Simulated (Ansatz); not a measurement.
# Sn: the cost of one run

Method: DFT PBEsol, scalar-relativistic, plane waves, PAW, in Ansatz 0.2.0.

**1. The starting structure**

The structure is tetragonal, space group I4/mmm (No. 139). The conventional cell has a = 3.182 Å, b = 3.182 Å, c = 5.831 Å, α = 90.00°, β = 90.00°, γ = 90.00°. Around Sn (site symmetry 4/mmm) lie 4 Sn at 3.18 Å.

Coordinates:

```cif
data_structure
_symmetry_space_group_name_H-M 'P 1'
_symmetry_Int_Tables_number 1
_cell_length_a 3.6827
_cell_length_b 3.1815
_cell_length_c 11.1849
_cell_angle_alpha 90.000
_cell_angle_beta 92.531
_cell_angle_gamma 64.408
_cell_volume 118.05
loop_
_atom_site_label
_atom_site_type_symbol
_atom_site_fract_x
_atom_site_fract_y
_atom_site_fract_z
_atom_site_occupancy
Sn1 Sn 0.00000 0.00000 0.00000 1
Sn2 Sn 0.50000 0.75000 0.25000 1
Sn3 Sn 0.00000 0.50000 0.50000 1
Sn4 Sn 0.50000 0.25000 0.75000 1
```

The cell is taken as given, not relaxed at this level.

**2. Zero of energy**

The cell is repeated 4 times, 4 atoms in all. The reference gives a free energy of -23798.7342 eV, pressure -4.11 GPa, largest force 0.000 eV/Å and gap on the mesh none (metal). It was computed beforehand with the settings of the runs below.

**3. Setting up sliding across a plane**

The cut lies on the cell's a–b face, a (0 1 1) plane of area 10.57 Å², between layers 2.79 Å apart (Sn below, Sn above); the cell is 11.2 Å thick. Vector c is tilted by f times 1·a + 0·b (length 3.683 Å) with the atoms' Cartesian places fixed: one unrelaxed fault per cell.

**4. Point f = 0.200**

Input file input.yaml:

```yaml
crystal:
  lattice:
    - [-1.59075, 1.59075, -2.91565]
    - [-3.1815, 0.0, 0.0]
    - [-0.31815, 9.86265, 5.24817]
  atoms:
    - { symbol: Sn, position: [-0.175, 0.0, 0.875] }
    - { symbol: Sn, position: [0.475, 0.75, 0.125] }
    - { symbol: Sn, position: [-0.075, 0.5, 0.375] }
    - { symbol: Sn, position: [0.375, 0.25, 0.625] }
basis:
  ecutwfc: 420
kpoints:
  mp_grid: { grid: [14, 16, 5] }
hamiltonian:
  xc: pbesol
scf:
  occupations: { method: gaussian, width: 0.15 }
output:
  forces: true
  stress: true
  eigenvalues: true
  write_density: true
  write_potential: true
  elf: true
  volumetric_format: npy
```

Command:

```sh
> ansatz run input.yaml --threads 2 --pin off --max-ram 5120MiB --backend cpu --events-out ev --progress --plain --runs-dir out
```

**Question.** How long does this run take on 2 threads of Intel Xeon Platinum 8375C at 2.90GHz (Ice Lake), shared host, and how much memory does it need?

About 80 s, with a peak of 1.5 GiB.
